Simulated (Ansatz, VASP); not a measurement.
## HfC: programs and potentials compared

The starting cell:

```
CELL_PARAMETERS angstrom
0.00000 2.32500 2.32500
2.32500 0.00000 2.32500
2.32500 2.32500 0.00000
ATOMIC_POSITIONS crystal
Hf 0.50000 0.50000 0.50000
C 0.00000 0.00000 0.00000
```

Alike in all runs: task relaxation of cell and atoms; functional revPBE; k mesh 10 × 10 × 10; occupations fermi-dirac, width 0.05 eV; no spin polarisation; no spin-orbit coupling.

| program and potentials | plane-wave cutoff (eV) | notes | equilibrium volume (Å³/atom) |
| --- | --- | --- | --- |
| Ansatz, Ansatz PAW | 420 | potentials made for PBE, which Ansatz adapts in part; 15 valence electrons an atom on average | 12.74 |
| VASP, PBE PAW files C, Hf_pv, 600 eV | 600 | potentials made for PBE; 7 valence electrons an atom on average | 12.70 |
| Ansatz, all-electron LAPW, scalar-relativistic | - | - | 12.75 |

The equilibrium volume spans 12.70 (VASP, PBE PAW files C, Hf_pv, 600 eV) to 12.75 Å³/atom (Ansatz, all-electron LAPW, scalar-relativistic), with all-electron results at 12.75. Some sets were made for another functional than the one run, which can shift their rows. Relaxations stop with a little pressure left, so the last digit of a volume isn't settled.

The functional is the same throughout but for its coding, so the spread measures potentials, basis and numerics; runs on potential files found faulty are left out.
